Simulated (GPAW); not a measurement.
CdTe:

```xyz
2
Lattice="0.0000 3.2050 3.2050 3.2050 0.0000 3.2050 3.2050 3.2050 0.0000" Properties=species:S:1:pos:R:3 pbc="T T T"
Te    1.6025    1.6025    1.6025
Cd    0.0000    0.0000    0.0000
```

Program: GPAW 26.7.0. Alike in all runs: cell as given; smearing fermi-dirac 0.05 eV.

**Question.** Order these runs on this cell by their band gap on the k mesh, lowest first.
A. level PBE; potentials or basis PAW data sets generated in the run's folder for this functional, pw; spin off; k mesh 6 × 6 × 6; cutoff (eV) 600; maxiter 150; band path GXWKGLUWLK,UX; band points 100; mesh quality not flagged
B. level LDA; potentials or basis the program's PAW data sets (release 1.2.1) made for this functional, pw; spin SOC, no magnetisation; k mesh 6 × 6 × 6; cutoff (eV) 600; maxiter 150; band path GXWKGLUWLK,UX; band points 60; spin axis theta (degrees) 0; spin axis phi (degrees) 0; mesh quality not flagged
C. level HSE03; potentials or basis GPAW PAW data sets (gpaw-data 1.2.1), pw; spin off; k mesh 3 × 3 × 3; cutoff (eV) 450; maxiter 60; mesh quality coarse
D. level C09-vdW; potentials or basis GPAW PAW data sets (gpaw-data 1.2.1), pw; spin SOC, no magnetisation; k mesh 6 × 6 × 6; cutoff (eV) 600; maxiter 150; band path GXWKGLUWLK,UX; band points 60; spin axis theta (degrees) 90; spin axis phi (degrees) 45; mesh quality not flagged
E. level PBE0; potentials or basis GPAW PAW data sets (gpaw-data 1.2.1), pw; spin off; k mesh 3 × 3 × 3; cutoff (eV) 500; maxiter 60; mesh quality coarse

**Answer.** B (0.28 eV), D (0.48 eV), A (0.87 eV), C (1.72 eV), E (2.47 eV).

Caveats: some runs use coarse meshes; spin-orbit coupling is left out, which moves the levels of the heavy elements (some runs); spin-orbit coupling was added after a scalar SCF, so levels and gaps hold it while energy, forces, pressure and moments don't (some runs); this program's spin-orbit splittings come out too wide for heavy elements (some runs); exact exchange converges slowly with the k mesh, and this mesh is small (some runs).

